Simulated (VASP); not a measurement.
# SiGe3 (P4/mmm) in VASP: relaxation of cell and atoms with PBE

Aim: the relaxation of cell and atoms of SiGe3 with PBE.

Everything below comes from runs of VASP 6.6.1. Logs are shortened: lines on timing, memory, paths and dates and some standing lists are left out, and cuts for length are marked.

### 1 Starting point

Symmetry: P4/mmm, No. 123, tetragonal system. Conventional cell: a = 3.311 Å, b = 3.311 Å, c = 8.388 Å, α = 90.00°, β = 90.00°, γ = 90.00°. Around Si (site symmetry 4/mmm) lie 8 Ge at 3.05 Å and 4 Si at 3.31 Å. Ge (site symmetry 4mm) is surrounded by 4 Si at 3.05 Å and 8 Ge at 3.24 to 3.31 Å. Ge (site symmetry 4/mmm) is surrounded by 12 Ge at 3.24 to 3.31 Å.

The cell was built by a generator and needn't be a form met in nature.

### 2 Relaxation of cell and atoms, PBE

INCAR reads:

```
ALGO = Fast ; EDIFF = 1E-4
EDIFFG = -0.08 ; ENCUT = 520
GGA = PE ; IBRION = 2
ISIF = 3 ; ISMEAR = 0
LASPH = T ; LCHARG = F
LREAL = F ; LWAVE = F
NELM = 60 ; NSW = 24
PREC = Normal ; SIGMA = 0.15
```

KPOINTS reads:

```
k-points
0
Gamma
  6 6 3
```

POSCAR reads:

```
SiGe3
1.0
    3.3105895000      0.0000000000      0.0000000000
    0.0000000000      3.3105895000      0.0000000000
    0.0000000000      0.0000000000      8.3883502500
Si Ge
1 3
Direct
    0.0000000000      0.0000000000      0.0000000000
    0.5000000000      0.5000000000      0.7661913000
    0.0000000000      0.0000000000      0.5000000000
    0.5000000000      0.5000000000      0.2338087000
```

Potentials or basis: VASP PAW PBE potentials, release 64 (Si, Ge_d).

Started as:

```bash
cat potpaw_PBE.64/Si/POTCAR potpaw_PBE.64/Ge_d/POTCAR > POTCAR
mpirun -np 1 vasp_std > vasp.out
```

OUTCAR:

```text
EDIFF = 1E-4
   EDIFFG = -0.08
   ENCUT = 520
   GGA = PE
   IBRION = 2
   ISIF = 3
   ISMEAR = 0
   LASPH = T
   LREAL = F
   NELM = 60
   NSW = 24
   PREC = Normal

 ion  position               nearest neighbor table
   1  0.000  0.000  0.000-
   2  0.500  0.500  0.766-
   3  0.000  0.000  0.500-
   4  0.500  0.500  0.234-

  LATTYP: Found a simple tetragonal cell.
 ALAT       =     3.3105895000
 C/A-ratio  =     2.5337935283

  Lattice vectors:

 A1 = (   3.3105895000,   0.0000000000,   0.0000000000)
 A2 = (   0.0000000000,   3.3105895000,   0.0000000000)
 A3 = (   0.0000000000,   0.0000000000,   8.3883502500)

Analysis of symmetry for initial positions (statically):
=====================================================================
 Subroutine PRICEL returns:
 Original cell was already a primitive cell.

 Routine SETGRP: Setting up the symmetry group for a
 simple tetragonal supercell.

 Subroutine GETGRP returns: Found 16 space group operations
 (whereof 16 operations were pure point group operations)
 out of a pool of 16 trial point group operations.

The static configuration has the point symmetry D_4h.

Analysis of symmetry for dynamics (positions and initial velocities):
=====================================================================
 Subroutine PRICEL returns:
 Original cell was already a primitive cell.

 Routine SETGRP: Setting up the symmetry group for a
 simple tetragonal supercell.

 Subroutine GETGRP returns: Found 16 space group operations
 (whereof 16 operations were pure point group operations)
 out of a pool of 16 trial point group operations.

The dynamic configuration has the point symmetry D_4h.

 Subroutine INISYM returns: Found 16 space group operations
 (whereof 16 operations are pure point group operations),
 and found     1 'primitive' translations

----------------------------------------------------------------------------------------

                                     Primitive cell

  volume of cell :      91.9363

  direct lattice vectors                    reciprocal lattice vectors
     3.310589500  0.000000000  0.000000000     0.302061008  0.000000000  0.000000000
     0.000000000  3.310589500  0.000000000     0.000000000  0.302061008  0.000000000
     0.000000000  0.000000000  8.388350250     0.000000000  0.000000000  0.119212953

  length of vectors
     3.310589500  3.310589500  8.388350250     0.302061008  0.302061008  0.119212953

  position of ions in fractional coordinates (direct lattice)
     0.000000000  0.000000000  0.000000000
     0.500000000  0.500000000  0.766191300
     0.000000000  0.000000000  0.500000000
     0.500000000  0.500000000  0.233808700

  ion indices of the primitive-cell ions
   primitive index   ion index
                 1           1
                 2           2
                 3           3
                 4           4

----------------------------------------------------------------------------------------

 KPOINTS: k-points

Automatic generation of k-mesh.
 Grid dimensions read from file:
 generate k-points for:    6    6    3

 Generating k-lattice:

  Cartesian coordinates                     Fractional coordinates (reciprocal lattice)
     0.050343501  0.000000000  0.000000000     0.166666667  0.000000000  0.000000000
     0.000000000  0.050343501  0.000000000     0.000000000  0.166666667  0.000000000
     0.000000000  0.000000000  0.039737651     0.000000000  0.000000000  0.333333333

  Length of vectors
     0.050343501  0.050343501  0.039737651

  Shift w.r.t. Gamma in fractional coordinates (k-lattice)
     0.000000000  0.000000000  0.000000000

 Subroutine IBZKPT returns following result:
 ===========================================

 Found     20 irreducible k-points:

 Following reciprocal coordinates:
            Coordinates               Weight
  0.000000  0.000000  0.000000      1.000000
  0.166667  0.000000  0.000000      4.000000
  0.333333  0.000000  0.000000      4.000000
  0.500000  0.000000  0.000000      2.000000
  0.166667  0.166667  0.000000      4.000000
  0.333333  0.166667  0.000000      8.000000
[... 12 lines left out ...]
  0.500000  0.333333  0.333333      8.000000
  0.500000  0.500000  0.333333      2.000000
   k-points           NKPTS =     20   k-points in BZ     NKDIM =     20   number of bands    NBANDS=     27
   number of dos      NEDOS =    301   number of ions     NIONS =      4
   total plane-waves  NPLWV =  15552
   dimension x,y,z NGX =    18 NGY =   18 NGZ =   48
   dimension x,y,z NGXF=    36 NGYF=   36 NGZF=   96
   ions per type =               1   3
   NGX,Y,Z   is equivalent  to a cutoff of   9.04,  9.04,  9.51 a.u.
   NGXF,Y,Z  is equivalent  to a cutoff of  18.08, 18.08, 19.03 a.u.
 SYSTEM =  unknown system
   PREC   = normal    normal or accurate (medium, high low for compatibility)
   ISTART =      0    job   : 0-new  1-cont  2-samecut
   ICHARG =      2    charge: 1-file 2-atom 10-const
   ISPIN  =      1    spin polarized calculation?
   LNONCOLLINEAR =      F non collinear calculations
   LSORBIT =      F    spin-orbit coupling
   LASPH  =      T    aspherical Exc in radial PAW
   ENCUT  =  520.0 eV  38.22 Ry    6.18 a.u.   6.16  6.16 15.60*2*pi/ulx,y,z
   NELM   =     60;   NELMIN=  2; NELMDL= -5     # of ELM steps
   EDIFF  = 0.1E-03   stopping-criterion for ELM
   LREAL  =      F    real-space projection
   EDIFFG = -.8E-01   stopping-criterion for IOM
   NSW    =     24    number of steps for IOM
   IBRION =      2    ionic relax: 0-MD 1-quasi-New 2-CG
   NFREE  =      1    steps in history (QN), initial steepest desc. (CG)
   ISIF   =      3    stress and relaxation
   ISYM   =      2    0-nonsym 1-usesym 2-fastsym
   POTIM  = 0.5000    time-step for ionic-motion
   TEBEG  =    0.0;   TEEND  =   0.0 temperature during run
   PSTRESS=    0.0 pullay stress
   NELECT =      46.0000    total number of electrons
   NUPDOWN=      -1.0000    fix difference up-down
   EMIN   =  10.00;   EMAX   =-10.00  energy-range for DOS
   EFERMI =   0.00;   METHOD = LEGACY
   ISMEAR =     0;   SIGMA  =   0.15  broadening in eV -4-tet -1-fermi 0-gaus
   EFERMI_NEDOS =   21; number of points for ismear=-14 and -15
   IALGO  =     68    algorithm
   IMIX   =      4    mixing-type and parameters
     AMIX     =   0.40;   BMIX     =  1.00
     AMIX_MAG =   1.60;   BMIX_MAG =  1.00
  volume/ion in A,a.u.               =      22.98       155.10
  Fermi-wavevector in a.u.,A,eV,Ry     =   1.299666  2.456012 22.982026  1.689131
  Thomas-Fermi vector in A             =   2.430915
   LORBIT       =      0    0 simple, 1 ext, 2 COOP (PROOUT), +10 PAW based schemes
   GGA     = PE    functional components
   LHFCALC =     F    Hartree Fock is set to
   AEXX    =    0.0000 exact exchange contribution
   IVDW    =     0    specifies the selected vdW correction
   LEPSILON=     F    determine dielectric tensor
   LRPA    =     F    only Hartree local field effects (RPA)
 conjugate gradient relaxation of ions
 non-spin polarized calculation
 RMM-DIIS sequential band-by-band and
 Gauss-broadening in eV      SIGMA  =   0.15
  energy-cutoff  :      520.00
  volume of cell :       91.94
 maximum number of plane-waves:      2503
   NGX = 13   NGY = 13   NGZ = 31

--------------------------------------- Ionic step        1  -------------------------------------------

 number of electron      45.9999786 magnetization

 Free energy of the ion-electron system (eV)
  ---------------------------------------------------
  ext. energy  EPLUGINS =         0.00000000
  ---------------------------------------------------
  free energy    TOTEN  =       -16.66315727 eV

  energy without entropy =      -16.63933673  energy(sigma->0) =      -16.65124700

------------------------ aborting loop because EDIFF is reached ----------------------------------------

  FORCE on cell =-STRESS in cart. coord.  units (eV):
  Direction    XX          YY          ZZ          XY          YZ          ZX
  --------------------------------------------------------------------------------------
  -------------------------------------------------------------------------------------
  Total       -5.0285376     -5.0285376     -7.4364865      0.0000000      0.0000000     -0.0000000
  in kB      -87.6324711    -87.6324711   -129.5958674      0.0000000      0.0000000     -0.0000000
  external PRESSURE =    -101.6202699 kB  Pullay stress =       0.0000000 kB
[... 95 lines left out ...]
  FREE ENERGIE OF THE ION-ELECTRON SYSTEM (eV)
  ---------------------------------------------------
  free  energy   TOTEN  =       -17.3900961247 eV

  energy  without entropy=      -17.3677283361  energy(sigma->0) =      -17.37891223

[... ionic steps 4 to 9 ...]

--------------------------------------- Ionic step       10  -------------------------------------------

 number of electron      46.0000030 magnetization

------------------------ aborting loop because EDIFF is reached ----------------------------------------

  FORCE on cell =-STRESS in cart. coord.  units (eV):
  Direction    XX          YY          ZZ          XY          YZ          ZX
  --------------------------------------------------------------------------------------
  -------------------------------------------------------------------------------------
  Total       -0.1318719     -0.1318719     -0.2069807      0.0000000      0.0000000     -0.0000000
  in kB       -2.8367103     -2.8367103     -4.4523818      0.0000000      0.0000000     -0.0000000
  external PRESSURE =      -3.3752675 kB  Pullay stress =       0.0000000 kB
[... 61 lines left out ...]
  energy  without entropy=      -17.4331356934  energy(sigma->0) =      -17.43995096

--------------------------------------- Ionic step       12  -------------------------------------------

 number of electron      46.0000095 magnetization

 Free energy of the ion-electron system (eV)
  ---------------------------------------------------
  ext. energy  EPLUGINS =         0.00000000
  ---------------------------------------------------
  free energy    TOTEN  =       -17.44830669 eV

  energy without entropy =      -17.43485588  energy(sigma->0) =      -17.44158129

 E-fermi :   7.0381     XC(G=0): -11.0879

 val. band max:        6.8842431886   @ k =   0.5000   0.1667   0.0000
 cond. band min:       7.1324310100   @ k =   0.5000   0.5000   0.3333
 fundamental gap:      0.2481878213
 Fermi energy:         7.0381308734

 k-point     1 :       0.0000    0.0000    0.0000
  band No.  band energies     occupation
      1     -17.7631      2.00000
      2     -17.7352      2.00000
      3     -17.7261      2.00000
      4     -17.7261      2.00000
      5     -17.7166      2.00000
      6     -17.6728      2.00000
[... 620 lines left out ...]
  FREE ENERGIE OF THE ION-ELECTRON SYSTEM (eV)
  ---------------------------------------------------
  free  energy   TOTEN  =       -17.4483066904 eV

  energy  without entropy=      -17.4348558815  energy(sigma->0) =      -17.44158129

 reached required accuracy - stopping structural energy minimisation
```

Wall time 2.5 min (1 thread of AMD EPYC 7R43 (Zen 3), shared host); peak memory 0.13 GiB.

Results:

* Free energy: -17.4483 eV
* Relaxed volume: 18.52 Å³/atom
* Relaxed cell: a = 3.224 Å, b = 3.224 Å, c = 7.126 Å, α = 90.00°, β = 90.00°, γ = 90.00°
* Space group after relaxing (to 0.05 Å): P4/mmm (No. 123)
* Energy gained by relaxing: 196.3 meV/atom
* Ionic steps: 12
* Pressure after relaxing: -0.3 GPa
* Largest force after relaxing: 0.036 eV/Å

Forces in eV/Å, atoms in the order of the input:
```
Si   0.000  0.000  0.000
Ge   0.000  0.000 -0.036
Ge   0.000  0.000  0.000
Ge   0.000  0.000  0.036
```

Step by step:
| step | energy change (eV) | largest force (eV/Å) | pressure (GPa) | volume (Å³) |
| --- | --- | --- | --- | --- |
| 1 | 0.0000 | 0.4399 | -10.16 | 91.94 |
| 2 | -0.7240 | 0.2052 | 0.15 | 73.85 |
| 3 | -0.7269 | 0.1456 | 1.79 | 73.46 |
| 4 | -0.7417 | 0.1279 | -2.53 | 75.66 |
| 5 | -0.7413 | 0.2139 | -2.92 | 74.86 |
| 6 | -0.7574 | 0.1151 | -1.38 | 74.83 |
| 7 | -0.7689 | 0.0404 | -1.55 | 74.74 |
| 8 | -0.7838 | 0.1306 | -0.36 | 74.46 |
| 9 | -0.7823 | 0.0081 | -1.15 | 74.54 |
| 10 | -0.7837 | 0.1193 | -0.34 | 74.48 |
| 11 | -0.7836 | 0.0667 | -0.67 | 74.49 |
| 12 | -0.7851 | 0.0362 | -0.28 | 74.07 |

Final structure:
```cif
data_structure
_symmetry_space_group_name_H-M 'P 1'
_symmetry_Int_Tables_number 1
_cell_length_a 3.2241
_cell_length_b 3.2241
_cell_length_c 7.1260
_cell_angle_alpha 90.000
_cell_angle_beta 90.000
_cell_angle_gamma 90.000
_cell_volume 74.07
loop_
_atom_site_label
_atom_site_type_symbol
_atom_site_fract_x
_atom_site_fract_y
_atom_site_fract_z
_atom_site_occupancy
Si1 Si 0.00000 0.00000 0.00000 1
Ge1 Ge 0.50000 0.50000 0.77322 1
Ge2 Ge 0.00000 0.00000 0.50000 1
Ge3 Ge 0.50000 0.50000 0.22678 1
```

Caveat: the volume moved by over 15 % at a fixed basis, so the end points are rough; the bands computed are all filled at some k points, so no gap is given; the relaxation stopped at a loose force limit of 0.08 eV/Å, so its end isn't a converged minimum.
